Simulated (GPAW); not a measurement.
Set up this calculation in GPAW 26.7.0, as an ASE script.

```
Task                : relaxation of cell and atoms
Functional          : PBEsol
Dispersion          : D3(BJ)+ATM
Potentials or basis : PAW data sets generated in the run's folder for this functional
Cutoff              : 600 eV
Basis               : pw
k mesh              : 7 × 7 × 7
Occupations         : fermi-dirac, width 0.05 eV
Spin                : no spin polarisation
Maxiter             : 150
Optimizer           : BFGS
Fmax                : 0.02 eV/Å
Max steps           : 60
Convergence         : density=1e-05 forces=0.0001
```

The system is Ti3Si.

```
Ti Si
1.0
     0.00000    3.14436    3.14436
     3.14436    0.00000    3.14436
     3.14436    3.14436    0.00000
Ti Si
3 1
Direct
  0.00000 0.00000 0.00000
  0.25000 0.25000 0.25000
  0.75000 0.75000 0.75000
  0.50000 0.50000 0.50000
```

The cell comes from a database or a generator and needn't be the stable form of this composition.

These files were run (other wordings do the same):

run.py

```python
from ase import Atoms
from ase.calculators.mixing import SumCalculator
from ase.filters import FrechetCellFilter
from ase.io import write
from ase.optimize import BFGS
from dftd3.ase import DFTD3
from gpaw import GPAW, PW, setup_paths

setup_paths.insert(0, '.')

atoms = Atoms(['Ti', 'Ti', 'Ti', 'Si'],
              cell=[[0.0, 3.144356, 3.144356],
                    [3.144356, 0.0, 3.144356],
                    [3.144356, 3.144356, 0.0]],
              scaled_positions=[[0.0, 0.0, 0.0],
                                [0.25, 0.25, 0.25],
                                [0.75, 0.75, 0.75],
                                [0.5, 0.5, 0.5]],
              pbc=True)

calc = GPAW(mode=PW(600),
            xc='PBEsol',
            kpts={'size': (7, 7, 7), 'gamma': True},
            occupations={'name': 'fermi-dirac', 'width': 0.05},
            nbands=38,
            convergence={'density': 1e-05, 'forces': 0.0001},
            maxiter=150,
            txt='gpaw.txt')
atoms.calc = SumCalculator([calc, DFTD3(damping='d3bj', params_tweaks=dict(method='pbesol', atm=True))])
opt = BFGS(FrechetCellFilter(atoms), trajectory='relax.traj', logfile='-')
done = opt.run(fmax=0.02, steps=60)
calc.write('gs.gpw')
write('result.traj', atoms)
print('Converged:', done)
print('Cell:', atoms.cell.cellpar().round(4))
print('Volume:', round(atoms.get_volume(), 4))
print(atoms.get_scaled_positions().round(5))
```

Potentials or basis: PAW data sets generated in the run's folder for this functional, pw.

The run is started by

```bash
$ gpaw-setup -f PBEsol Si Ti
$ OMP_NUM_THREADS=1 python run.py
```

It gave:

```
Relaxed volume                         : 14.44 Å³/atom
Relaxed cell                           : a = 4.339 Å, b = 4.339 Å, c = 4.339 Å, α = 60.00°, β = 60.00°, γ = 60.00°
Space group after relaxing (to 0.05 Å) : Fm-3m (No. 225)
Energy gained by relaxing              : 32.1 meV/atom
Ionic steps                            : 4
Pressure after relaxing                : 0.0 GPa
Band gap on the k mesh                 : none (metal or under the smearing width)
Dispersion energy per atom             : -0.560 eV
```

Caveat: later steps reuse the first step's grids; pairwise dispersion overbinds metals, which lowers pressure and volume.

Wall time 2.3 min on 1 thread of Arm Neoverse V2 (shared host), peak memory 0.26 GiB.
